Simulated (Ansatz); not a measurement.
**Al2O3 (P-3m1): phonon calculation by linear response in Python**

What are the phonon frequencies of Al2O3 (P-3m1)? A script is to give a phonon calculation by linear response; the system is Al2O3 (P-3m1).

All numbers are computed with Ansatz 0.2.0 through its Python package. Level of theory: DFT LDA, plane waves, PAW.

## Step 1: Starting point

It takes space group P-3m1 (No. 164, trigonal). Conventional cell: a = 3.017 Å, b = 3.017 Å, c = 7.575 Å, α = 90.00°, β = 90.00°, γ = 120.00°. Al (site symmetry 3m) is surrounded by 4 O at 1.68 to 1.84 Å. O (site symmetry 3m) has 3 Al at 1.84 Å as nearest neighbours. O (site symmetry -3m) is surrounded by 2 Al at 1.68 Å.

The script holds or builds the structure itself.

## Step 2: Script

dfpt_al2o3.py

```python
"""DFPT phonons of Al2O3."""

from pathlib import Path

import ansatz
import numpy as np

crystal = (
    ansatz.Lattice.of((3.017483, 0.0, 0.0), (-1.508741, 2.613217, 0.0), (0.0, 0.0, 7.574636))
    .atom("Al", (0.0, 0.0, 0.277951))
    .atom("Al", (0.0, 0.0, 0.722049))
    .atom("O", (1 / 3, 2 / 3, 0.199454))
    .atom("O", (2 / 3, 1 / 3, 0.800546))
    .atom("O", (0.0, 0.0, 0.5))
)

calc = (
    crystal.calculation()
    .functional("lda")
    .basis(19 * ansatz.Ha)
    .occupations(ansatz.OccupationsMethod.FIXED)
    .kpoints(8, 8, 4)
    .phonons("dfpt")
)
result = calc.run(runs_dir="runs")
ph = result.phonons

print("Gamma modes (1/cm):", " ".join(f"{w:.1f}" for w in ph.gamma_omega_inv_cm))
print("in meV:", " ".join(f"{w * 0.1239842:.2f}" for w in ph.gamma_omega_inv_cm))
```

## Step 3: The calls as engine input

The package turns the script's settings into the engine's input:

```yaml
crystal:
  lattice:
    - [3.017483, 0.0, 0.0]
    - [-1.508741, 2.613217, 0.0]
    - [0.0, 0.0, 7.574636]
  atoms:
    - { symbol: Al, position: [0.0, 0.0, 0.277951] }
    - { symbol: Al, position: [0.0, 0.0, 0.722049] }
    - { symbol: O, position: [0.3333333333333333, 0.6666666666666666, 0.199454] }
    - { symbol: O, position: [0.6666666666666666, 0.3333333333333333, 0.800546] }
    - { symbol: O, position: [0.0, 0.0, 0.5] }
basis:
  ecutwfc: 517.016338673772
kpoints:
  mp_grid:
    grid: [8, 8, 4]
hamiltonian:
  xc: lda
scf:
  occupations:
    method: fixed
phonons:
  method: dfpt
```

## Step 4: Launch

The run is started by

```console
$ python dfpt_al2o3.py
```

What it wrote:

```text
Gamma modes (1/cm): 0.0 0.0 0.0 67.8 67.8 143.1 143.1 362.4 487.9 570.5 570.5 571.9 571.9 732.3 1088.0
in meV: 0.00 0.00 0.00 8.40 8.40 17.74 17.74 44.93 60.49 70.74 70.74 70.91 70.91 90.80 134.89
```

Run time: 51 s. Hardware: 1 thread of Arm Neoverse V2, shared host; peak memory 0.65 GiB.

Lines on the test bed's own set-up are left out of the output.

## Step 5: Size and end state of the run

The report of the run holds:

```
                                                                  item        value
                                                     SCF cycles in all            9
                                                       k-points solved           78
                                                           plane waves         1613
                                                                 bands           17
                                                     valence electrons           24
                                                      free energy (eV)  -2698.11564
                                                      Fermi level (eV)        4.607
lowest empty less highest filled level on the mesh, by band count (eV)        2.200
```

## Step 6: The modes

Frequencies in cm⁻¹ (negative: imaginary):

| q | frequencies |
| --- | --- |
| 0.000 0.000 0.000 | 0 0 0 68 68 143 143 362 488 571 571 572 572 732 1088 |

## Step 7: Summary of results

| quantity | value |
| --- | --- |
| free energy | -2698.1156 eV (-539.6231 eV/atom) |
| gap on the mesh | 2.20 eV |
| highest frequency | 1088 cm⁻¹ |
| imaginary modes at these points | none |

The long-range field of a polar crystal is left out, so longitudinal optical modes near Γ lie too low. No mode at these points is imaginary. Only Γ is listed, so instabilities elsewhere in the zone are not shown. The highest lies at 1088 cm⁻¹ (32.6 THz). On the mesh the gap is 2.20 eV; the true edges may lie between its points. Semilocal functionals usually give gaps below the measured ones. The cell isn't relaxed first, so the values belong to this volume. No non-analytic term is added, so at the zone centre the longitudinal optical modes of a polar crystal aren't split off. The structure comes from a database of computed cells and needn't be a stable or known phase. The structure is taken as given; imaginary modes can come from an unrelaxed or unstable start.
